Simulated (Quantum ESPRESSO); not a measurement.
# ZrC (P6_3/mmc) in Quantum ESPRESSO: equation of state, part 2 of 2

Quantum ESPRESSO 7.5. Earlier steps stand in the parts before.

**3. Single point, PBE, 12.65 Å³/atom**

Input file pw.in:

```
&CONTROL
  calculation = 'scf'
  prefix = 'pwscf'
  outdir = './tmp'
  pseudo_dir = './pseudo'
  tprnfor = .true.
  tstress = .true.
  disk_io = 'nowf'
/
&SYSTEM
  ibrav = 0
  nat = 4
  ntyp = 2
  ecutwfc = 55
  ecutrho = 440
  nbnd = 24
  occupations = 'smearing'
  smearing = 'fd'
  degauss = 0.00367493
/
&ELECTRONS
  conv_thr = 8d-10
  electron_maxstep = 120
  mixing_beta = 0.5
/
ATOMIC_SPECIES
Zr    91.2240 Zr_pbe_v1.uspp.F.UPF
C     12.0110 C.pbe-n-kjpaw_psl.1.0.0.UPF
CELL_PARAMETERS angstrom
   3.3456398925    0.0000000000    0.0000000000
  -1.6728199463    2.8974091388    0.0000000000
   0.0000000000    0.0000000000    5.2185570330
ATOMIC_POSITIONS crystal
Zr     0.6666666667    0.3333333333    0.7500000000
Zr     0.3333333333    0.6666666667    0.2500000000
C      0.0000000000    0.0000000000    0.5000000000
C      0.0000000000    0.0000000000    0.0000000000
K_POINTS automatic
9 9 5 0 0 0
```

Potentials or basis: SSSP 1.3 efficiency PBE.

Launch:

```sh
$ OMP_NUM_THREADS=1 pw.x -in pw.in > pw.out
```

pw.out:

```text
This program is part of the open-source Quantum ESPRESSO suite
     for quantum simulation of materials; please cite
         "P. Giannozzi et al., J. Phys.:Condens. Matter 21 395502 (2009);
         "P. Giannozzi et al., J. Phys.:Condens. Matter 29 465901 (2017);
         "P. Giannozzi et al., J. Chem. Phys. 152 154105 (2020);
     in publications or presentations arising from this work. More details at

     file C.pbe-n-kjpaw_psl.1.0.0.UPF: wavefunction(s)  2S 2P renormalized
     Message from routine setup:
     using ibrav=0 with symmetry is DISCOURAGED, use correct ibrav instead

     G-vector sticks info
     --------------------
     sticks:   dense  smooth     PW     G-vecs:    dense   smooth      PW
     Sum        1213     595    187                53117    18785    3067

     Using Slab Decomposition

     bravais-lattice index     =            0
     lattice parameter (alat)  =       6.3223  a.u.
     unit-cell volume          =     341.3784 (a.u.)^3
     number of atoms/cell      =            4
[... 430 lines left out ...]
    17.4595  17.4595  19.0540  19.0540  22.1521  22.3835  22.8265  22.8265

     the Fermi energy is    15.7569 ev

!    total energy              =    -235.39398735 Ry
     estimated scf accuracy    <          2.9E-11 Ry
     smearing contrib. (-TS)   =      -0.00046543 Ry
     internal energy E=F+TS    =    -235.39352192 Ry

     The total energy is F=E-TS. E is the sum of the following terms:
     one-electron contribution =     -12.64081784 Ry
     hartree contribution      =      24.73040166 Ry
     xc contribution           =     -44.97102352 Ry
     ewald contribution        =    -190.16379024 Ry
     one-center paw contrib.   =     -12.34829199 Ry

     convergence has been achieved in  11 iterations

     negative rho (up, down):  1.263E-01 0.000E+00

     Forces acting on atoms (cartesian axes, Ry/au):

     atom    1 type  1   force =    -0.00000000   -0.00000000    0.00000000
     atom    2 type  1   force =     0.00000000    0.00000000   -0.00000000
     atom    3 type  2   force =     0.00000000    0.00000000    0.00000000
     atom    4 type  2   force =     0.00000000   -0.00000000   -0.00000000

     Total force =     0.000000     Total SCF correction =     0.000000

     Computing stress (Cartesian axis) and pressure

     negative rho (up, down):  1.263E-01 0.000E+00
          total   stress  (Ry/bohr**3)                   (kbar)     P=       69.26
   0.00041947   0.00000000   0.00000000           61.71        0.00        0.00
   0.00000000   0.00041947  -0.00000000            0.00       61.71       -0.00
   0.00000000  -0.00000000   0.00057342            0.00       -0.00       84.35

=------------------------------------------------------------------------------=
   JOB DONE.
=------------------------------------------------------------------------------=
```

Wall time 29 s (1 thread of Intel Xeon Platinum 8488C (Sapphire Rapids), shared host); peak memory 0.27 GiB.

What came out:

```
Free energy            : -3202.6984 eV
Pressure               : 6.9 GPa
Band gap on the k mesh : none (metal or under the smearing width)
```

**4. Single point, PBE, 12.91 Å³/atom**

pw.in, as its differences from that of step 3:

```diff
@@ -29,5 +29,5 @@
 CELL_PARAMETERS angstrom
-   3.3456398925    0.0000000000    0.0000000000
-  -1.6728199463    2.8974091388    0.0000000000
-   0.0000000000    0.0000000000    5.2185570330
+   3.3687140002    0.0000000000    0.0000000000
+  -1.6843570001    2.9173919023    0.0000000000
+   0.0000000000    0.0000000000    5.2545482188
 ATOMIC_POSITIONS crystal
```

Launch:

```sh
$ OMP_NUM_THREADS=1 pw.x -in pw.in > pw.out
```

Wall time 29 s (1 thread of Intel Xeon Platinum 8488C (Sapphire Rapids), shared host); peak memory 0.27 GiB.

The run converged. Its results:

* Free energy: -3202.7281 eV
* Pressure: 2.0 GPa
* Band gap on the k mesh: none (metal or under the smearing width)

**5. Single point, PBE, 13.17 Å³/atom**

pw.in, as its differences from that of step 4:

```diff
@@ -29,5 +29,5 @@
 CELL_PARAMETERS angstrom
-   3.3687140002    0.0000000000    0.0000000000
-  -1.6843570001    2.9173919023    0.0000000000
-   0.0000000000    0.0000000000    5.2545482188
+   3.3914762718    0.0000000000    0.0000000000
+  -1.6957381359    2.9371046077    0.0000000000
+   0.0000000000    0.0000000000    5.2900530000
 ATOMIC_POSITIONS crystal
```

Launch:

```sh
$ OMP_NUM_THREADS=1 pw.x -in pw.in > pw.out
```

Wall time 32 s (1 thread of Intel Xeon Platinum 8488C (Sapphire Rapids), shared host); peak memory 0.27 GiB.

The run converged. Its results:

- Free energy: -3202.7272 eV
- Pressure: -2.4 GPa
- Band gap on the k mesh: none (metal or under the smearing width)

**6. Single point, PBE, 13.44 Å³/atom**

pw.in, as its differences from that of step 5:

```diff
@@ -29,5 +29,5 @@
 CELL_PARAMETERS angstrom
-   3.3914762718    0.0000000000    0.0000000000
-  -1.6957381359    2.9371046077    0.0000000000
-   0.0000000000    0.0000000000    5.2900530000
+   3.4139370341    0.0000000000    0.0000000000
+  -1.7069685171    2.9565561985    0.0000000000
+   0.0000000000    0.0000000000    5.3250874846
 ATOMIC_POSITIONS crystal
```

Potentials or basis: SSSP 1.3 efficiency PBE.

Launch:

```sh
$ OMP_NUM_THREADS=1 pw.x -in pw.in > pw.out
```

It took 35 s on 1 thread of Intel Xeon Platinum 8488C (Sapphire Rapids), shared host; peak memory 0.29 GiB.

It converged, with:

* Free energy: -3202.6987 eV
* Pressure: -6.4 GPa
* Band gap on the k mesh: none (metal or under the smearing width)

**7. Single point, PBE, 13.70 Å³/atom**

pw.in, as its differences from that of step 6:

```diff
@@ -29,5 +29,5 @@
 CELL_PARAMETERS angstrom
-   3.4139370341    0.0000000000    0.0000000000
-  -1.7069685171    2.9565561985    0.0000000000
-   0.0000000000    0.0000000000    5.3250874846
+   3.4361060776    0.0000000000    0.0000000000
+  -1.7180530388    2.9757551533    0.0000000000
+   0.0000000000    0.0000000000    5.3596669437
 ATOMIC_POSITIONS crystal
```

Launch:

```sh
$ OMP_NUM_THREADS=1 pw.x -in pw.in > pw.out
```

Wall time 34 s (1 thread of Intel Xeon Platinum 8488C (Sapphire Rapids), shared host); peak memory 0.29 GiB.

It converged, with:

- Free energy: -3202.6453 eV
- Pressure: -9.9 GPa
- Band gap on the k mesh: none (metal or under the smearing width)

**8. Single point, PBE, 13.96 Å³/atom**

pw.in, as its differences from that of step 7:

```diff
@@ -29,5 +29,5 @@
 CELL_PARAMETERS angstrom
-   3.4361060776    0.0000000000    0.0000000000
-  -1.7180530388    2.9757551533    0.0000000000
-   0.0000000000    0.0000000000    5.3596669437
+   3.4579926937    0.0000000000    0.0000000000
+  -1.7289963468    2.9947095188    0.0000000000
+   0.0000000000    0.0000000000    5.3938058701
 ATOMIC_POSITIONS crystal
```

Launch:

```sh
$ OMP_NUM_THREADS=1 pw.x -in pw.in > pw.out
```

Wall time 36 s (1 thread of Intel Xeon Platinum 8488C (Sapphire Rapids), shared host); peak memory 0.28 GiB.

It converged, with:

| Item | Value |
| --- | --- |
| Free energy | -3202.5695 eV |
| Pressure | -13.2 GPa |
| Band gap on the k mesh | none (metal or under the smearing width) |

**9. Equation of state, PBE**

Potentials or basis: SSSP 1.3 efficiency PBE.

No new run: the results of the series are fitted here.

What came out:

| Item | Value |
| --- | --- |
| Equilibrium volume | 13.03 Å³/atom |
| Bulk modulus at fixed shape and positions | 219 GPa |
| Pressure derivative of the bulk modulus | 4.1 |

Energy against volume, from the lowest point:
```tsv
volume (Å³/atom)	energy (meV/atom)
12.383	23.33
12.647	7.43
12.910	0.00
13.174	0.22
13.437	7.34
13.701	20.69
13.964	39.63
```

Caveat: the cell was scaled at fixed shape and fractional positions, which overstates the stiffness of a crystal with free parameters, most of all of layers and chains.
